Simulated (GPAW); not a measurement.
Crystal: HgTe (Coloradoite).

```
CELL_PARAMETERS angstrom
0.00000 3.21450 3.21450
3.21450 0.00000 3.21450
3.21450 3.21450 0.00000
ATOMIC_POSITIONS crystal
Hg 0.00000 0.00000 0.00000
Te 0.75000 0.75000 0.75000
```

- Program: GPAW 26.7.0
- Task: single point
- Functional: PBEsol
- Potentials or basis: PAW data sets generated in the run's folder for this functional
- Cutoff: 600 eV
- Basis: pw
- k mesh: 7 × 7 × 7
- Occupations: fermi-dirac, width 0.05 eV
- Spin: no spin polarisation

On this cell: pressure 1.7 GPa; largest force zero by symmetry; band gap on the k mesh none (metal or under the smearing width).

The same run follows on a disturbed copy (atoms moved at random, drawn with an rms of 0.05 Å):

```
CELL_PARAMETERS angstrom
0.00000 3.21450 3.21450
3.21450 0.00000 3.21450
3.21450 3.21450 0.00000
ATOMIC_POSITIONS crystal
Hg 0.99737 0.00315 0.99558
Te 0.74873 0.75226 0.74921
```

Question: What does the disturbed cell give?

Answer: The energy (extrapolated to zero smearing) moves by +0.3 meV/atom; pressure 1.7 GPa; largest force 0.076 eV/Å; band gap on the k mesh none (metal or under the smearing width).

Forces on the atoms (eV/Å):
```
Hg   0.037  0.066  0.009
Te  -0.037 -0.066 -0.009
```

Stress tensor (GPa, compression positive):
```
1.74 0.03 0.24
0.03 1.74 0.14
0.24 0.14 1.74
```
